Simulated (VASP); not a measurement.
A run of VASP 6.6.1 is set up as follows.

The input INCAR:

```
SYSTEM = GaN
ALGO     = Fast           ! electronic algorithm
EDIFF    = 1E-6           ! SCF threshold, eV
ENCUT    = 520            ! plane-wave cutoff, eV
GGA      = PE             ! functional
ISIF     = 2              ! what is computed and relaxed
ISMEAR   = 0              ! smearing method
LASPH    = .TRUE.         ! aspherical terms in the spheres
LCHARG   = .TRUE.         ! write CHGCAR
LELF     = .TRUE.         ! ELF
LREAL    = .FALSE.        ! projectors in reciprocal space
LVHAR    = .TRUE.       
LWAVE    = .FALSE.        ! write WAVECAR
NBANDS   = 16             ! bands
NELM     = 100            ! most SCF steps
PREC     = Accurate       ! precision mode
SIGMA    = 0.01           ! smearing width, eV
```

The input KPOINTS:

```
k-points
0
G
  10 10 10
  0 0 0
```

File POSCAR:

```
GaN
1.0
    0.0000000000      2.2742384922      2.2742384922
    2.2742384922      0.0000000000      2.2742384922
    2.2742384922      2.2742384922      0.0000000000
Ga N
1 1
Direct
    0.0000000000      0.0000000000      0.0000000000
    0.7500000000      0.7500000000      0.7500000000
```

Potentials or basis: VASP PAW PBE potentials, release 64 (Ga_d, N).

Run with:

```sh
$ cat potpaw_PBE.64/Ga_d/POTCAR potpaw_PBE.64/N/POTCAR > POTCAR
$ mpirun -np 1 vasp_std > vasp.out
```

Task: Estimate the band gap on the k mesh.

Result: 1.55 eV, direct.

Task: Estimate the pressure.

Result: 0.0 GPa.

**The experiment to reproduce.**

A printed reference work, textbook reports, for a bulk crystal of GaN at 0 K: band gap 3.299 eV (direct).

Against the measured gap of GaN, 3.299 eV (direct; 0 K; a printed reference work, textbook), the calculated 1.55 eV is off by -1.75 eV. So large a miss can be the level of theory's own, or it may mean another phase, state or a wrong row. Spin-orbit coupling on Ga is left out. The value is that of PBE, without temperature or zero-point motion. Semilocal functionals fall short of measured gaps as a rule. The cell is a database's relaxed one, not the measured one, which moves gaps too.
